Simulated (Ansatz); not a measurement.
# Area resistance of ordered Ag/Au and Ag/Pt superlattices against the number of bilayers, from ballistic PBE transport

A model of current through a metal multilayer needs a decision at the start: give each interface a fixed resistance and add them, or treat the stack as one scatterer. The choice affects the resistance budget of contacts and layered devices with many interfaces. We take two to five bilayers of Ag/Au between Au(100) leads and three to five of Ag/Pt between Pt(111) leads, with the current normal to the layers. The area resistance is the excess over the perfect lead, so a stack that scattered nothing would have zero. Each bilayer brings two interfaces, and simple addition therefore means an area resistance proportional to the number of bilayers.

## Systems and settings

Stacks of repeated bilayers (m layers of the film metal, m layers of the lead metal) between perfect leads, current normal to the layers. Leads are perfect crystals at room-temperature lattice constants. The film takes the lead's in-plane lattice, with its layer spacing set to keep its own atomic volume; all atoms sit on ideal sites and are not relaxed. Program: Ansatz 0.2.0, plane waves with PAW potentials of the set soft_1 (made for PBE), PBE, wave cutoff 420 eV, Fermi-Dirac smearing of 0.1 eV. No spin polarisation and no spin-orbit coupling. Transport is ballistic and coherent at zero bias (Landauer, wave matching layer by layer), averaged over a mesh of wavevectors across the current and over the Fermi window at 300 K; no phonons or disorder. Selection: Runs whose potential in the leads had a step over 25 meV, or whose mesh the program flagged as unconverged, are left out. Runs with an error estimate over 20 per cent are left out.

Notes on method and selection:

- Interfaces are ideal and ordered, so the wavevector along the interface is conserved; real interfaces are mixed and rough.
- The typed smearing and mesh set the lead's Fermi level, which moves conductances of d metals by some per cent, and most where the lead's density of states is steep.
- Spin-orbit coupling is left out where no row notes it, which matters most for the elements from Hf on.
- A coherent periodic stack forms minibands, so in the long limit its conductance tends to a constant; resistors in series need diffuse scattering.
- Runs in which the search for lower states was switched off are not listed.
- Runs that did not converge, have known faults or may not be shown are not listed, and runs on Ansatz's PAW sets soft_1 and soft_2 are kept to separate tables.

Columns:

- bilayers: number of bilayers.
- error estimate (%): the program's own largest estimate of the error of the conductance, taken over the stack and the perfect lead (mesh, energy step, lead length).
- area resistance (1e-15 Ω m²): area resistance beyond that of the perfect lead, A (1/G - 1/G_lead), both spins.
- per bilayer (1e-15 Ω m²): area resistance divided by the number of bilayers.
- transmitted share: conductance divided by the Sharvin conductance of the perfect lead.

Input lines of one member:

```
kpoints:
  mp_grid: { grid: [13, 13, 1] }
hamiltonian:
  xc: pbe
  pseudopotentials: { kind: paw, azcp: { folder: soft_1 } }
scf:
  occupations: { method: fermi_dirac, width: 0.1 }
output:
  transmission: { leads: [[0, 1]], kmesh: [26, 26], e_range: [-1.0, 1.0], de: 0.036 }
```

Command (options for logging and memory left out): `ansatz run input.yaml --threads 4 --backend cpu`

## The series

| member | bilayer, lead and functional | bilayers | error estimate (%) | area resistance (1e-15 Ω m²) | per bilayer (1e-15 Ω m²) | transmitted share |
| --- | --- | --- | --- | --- | --- | --- |
| 2 bilayers | (2 Ag, 2 Au) in Au(100), PBE | 2 | 5 | 0.153 | 0.0767 | 0.881 |
| 3 bilayers | (2 Ag, 2 Au) in Au(100), PBE | 3 | 6 | 0.194 | 0.0645 | 0.854 |
| 4 bilayers | (2 Ag, 2 Au) in Au(100), PBE | 4 | 6 | 0.223 | 0.0557 | 0.836 |
| 5 bilayers | (2 Ag, 2 Au) in Au(100), PBE | 5 | 6 | 0.232 | 0.0465 | 0.830 |
| 3 bilayers | (3 Ag, 3 Pt) in Pt(111), PBE | 3 | 11 | 1.666 | 0.5554 | 0.231 |
| 4 bilayers | (3 Ag, 3 Pt) in Pt(111), PBE | 4 | 12 | 1.777 | 0.4441 | 0.220 |
| 5 bilayers | (3 Ag, 3 Pt) in Pt(111), PBE | 5 | 13 | 1.812 | 0.3624 | 0.216 |

## The trend and its physics

In both series the computed resistance grows more slowly than the number of bilayers. For Ag/Pt, going from three to five bilayers raises it from 1.666 to 1.812, a factor of 1.812 / 1.666 = 1.09, where addition would give 5 / 3 = 1.67. For Ag/Au, going from two to five raises it by a factor of 0.232 / 0.153 = 1.52, where addition would give 5 / 2 = 2.5. The steps also shrink. In units of 10⁻¹⁵ Ω m², they are 0.194 − 0.153 = 0.041, 0.223 − 0.194 = 0.029 and 0.232 − 0.223 = 0.009 for Ag/Au, and 1.777 − 1.666 = 0.111 and 1.812 − 1.777 = 0.035 for Ag/Pt. The departure from addition is larger than the estimated errors for Ag/Pt, but not for Ag/Au.

Theory gives a reason to expect this. At an ideal interface the wavevector along the layers is conserved, so each state meets the same obstacle at every bilayer. For a single channel, $n$ identical bilayers transmit

$$\frac{1}{T_n} = 1 + \left(\frac{1}{T_1} - 1\right)\frac{\sin^2 n\varphi}{\sin^2\varphi},$$

where $T_1$ is the transmission of one bilayer and $\varphi$ the Bloch phase across it. If $\varphi$ is real, the state lies in a miniband and its transmission oscillates with $n$ without dying away. If $\varphi$ is complex, the state lies in a minigap and is lost exponentially. Once the minigap states are gone, further bilayers take little more, and the conductance tends to what the minibands carry.

The band structures suggest why Ag/Pt loses most of its current within the first three bilayers, where the transmitted share is already down to 0.231. Platinum has d states at the Fermi level, while those of silver lie several eV lower. Many Pt states therefore find no partner in Ag and decay inside it. Silver and gold both conduct through one similar sp band, and 0.830 of the lead's conductance survives five bilayers. We do not rank the two metal pairs by resistance, because crystal orientation and layer thickness change along with the lead metal.

## Departures from the trend

Against a straight line drawn between the first and last member of each series, the four-bilayer stacks lie farthest off. Ag/Au is at 0.223 where the line gives 0.153 + 2 × (0.232 − 0.153) / 3 = 0.206, and Ag/Pt is at 1.777 where the line gives (1.666 + 1.812) / 2 = 1.739.

These departures of 0.017 and 0.038 are small beside the possible error. If stack and lead conductances are each wrong by a fraction $\varepsilon$ in opposite directions, the area resistance $R$ is wrong by about

$$\delta R = \varepsilon R\,\frac{1+T}{1-T},$$

with $T$ the transmitted share. This gives 0.06 × 0.223 × (1 + 0.836) / (1 − 0.836) = 0.15 for Ag/Au and 0.12 × 1.777 × (1 + 0.220) / (1 − 0.220) = 0.33 for Ag/Pt. Mesh and energy step are thus enough to explain the bend, and we attach no interference effect to either stack.

## Worked examples

**Could numerical error hide simple addition in Ag/Pt?**

Scaling the three-bilayer value to five gives 1.666 × 5 / 3 = 2.777, which is 2.777 − 1.812 = 0.965 above the computed value. The error formula gives 0.11 × 1.666 × (1 + 0.231) / (1 − 0.231) = 0.293 at three bilayers and 0.13 × 1.812 × (1 + 0.216) / (1 − 0.216) = 0.365 at five. Scaled and added in the least favourable way, they come to 0.293 × 5 / 3 + 0.365 = 0.853. The gap is larger, so addition fails for this ideal stack if the program's error estimates are sound.

**Does the same test settle Ag/Au?**

Scaling from two bilayers to five gives 0.153 × 5 / 2 = 0.383, a gap of 0.383 − 0.232 = 0.151. The error at two bilayers is 0.05 × 0.153 × (1 + 0.881) / (1 − 0.881) = 0.121, which scales to 0.121 × 5 / 2 = 0.303 and already exceeds the gap. The Ag/Au values lean towards levelling off without establishing it. When most of the current passes, the excess resistance is a small difference between two large numbers.

**Which Ag/Au stacks still pass at least 0.7 of the lead's conductance, allowing for error?**

The five-bilayer stack has the lowest share, 0.830. With stack and lead both wrong by 6 per cent in the unfavourable direction, it becomes 0.830 × (1 − 0.06) / (1 + 0.06) = 0.74. The shorter stacks have higher shares and no larger error estimates, so all four meet the target in this ideal model.

## Conclusions

For ideal, coherent Ag/Pt stacks of three to five bilayers, interface resistances do not add. The whole stack should be computed, and its value per bilayer should not be carried over to another length. For Ag/Au the values point the same way, but the error estimates leave the question open. A final plateau is expected from theory, but the last steps are small beside the numerical error and cannot confirm it. Shorter Ag/Pt stacks are not shown in the table, so the initial rise is unseen.

Real interfaces are mixed and rough. Diffuse scattering there redistributes electrons among wavevectors and restores growth with every bilayer, which raises the resistance of long stacks above the coherent value. Phonons act in the same direction. For such multilayers, resistors in series remain the sensible model. Spin-orbit coupling, which matters for Au and Pt, and relaxation of the strained layers are also left out, and either could shift the values up or down.

[Logs are printed without paths, hosts, clocks, repeated set-up lines and the standing remarks that a program may print on its own settings, such as how far it seeks lower states.]
